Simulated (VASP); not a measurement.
## From VASP inputs to Ansatz: NaCl (rocksalt)

INCAR

```
ENCUT = 600
EDIFF = 1E-7
LWAVE = .FALSE.
PREC = Accurate
ISIF = 3
NSW = 40
SIGMA = 0.02
NELM = 120
EDIFFG = -5E-3
IBRION = 2
LASPH = .TRUE.
GGA = PS
LCHARG = .FALSE.
LREAL = .FALSE.
NBANDS = 14
ISMEAR = -1
```

KPOINTS

```
KPOINTS created by Atomic Simulation Environment
0
Gamma
8 8 8
0 0 0
```

POSCAR

```
Na Cl
 1.0000000000000000
     0.0000000000000000    2.8475812657361486    2.8475812657361486
     2.8475812657361486    0.0000000000000000    2.8475812657361486
     2.8475812657361486    2.8475812657361486   -0.0000000000000000
 Na  Cl
   1   1
Cartesian
 -0.0000000000000000  0.0000000000000000 -0.0000000000000000
  2.8475812657361486  2.8475812657361486  2.8475812657361486
```

VASP ran with the recommended PBE PAW datasets (14 valence electrons in the cell).

Task: Translate these files to an Ansatz input.

Result: 

```yaml
crystal:
  lattice:
    - [0.0, 2.8475812657, 2.8475812657]
    - [2.8475812657, 0.0, 2.8475812657]
    - [2.8475812657, 2.8475812657, 0.0]
  atoms:
    - { symbol: Na, position: [0.0, 0.0, 0.0] }
    - { symbol: Cl, position: [0.5, 0.5, 0.5] }
kpoints:
  mp_grid: { grid: [8, 8, 8] }
hamiltonian:
  xc: pbesol
scf:
  occupations: { method: fermi_dirac, width: 0.02 }
relax:
  f_tol: 0.005
  cell: {}
```

Other inputs would serve too.

```
                                              VASP                 Ansatz
relaxed cell vector lengths  3.963, 3.963, 3.963 Å  3.961, 3.961, 3.961 Å
        relaxed cell volume               44.02 Å³               43.96 Å³
```

Each program uses its own PAW datasets. VASP's cell holds 14 valence electrons and Ansatz's 16.
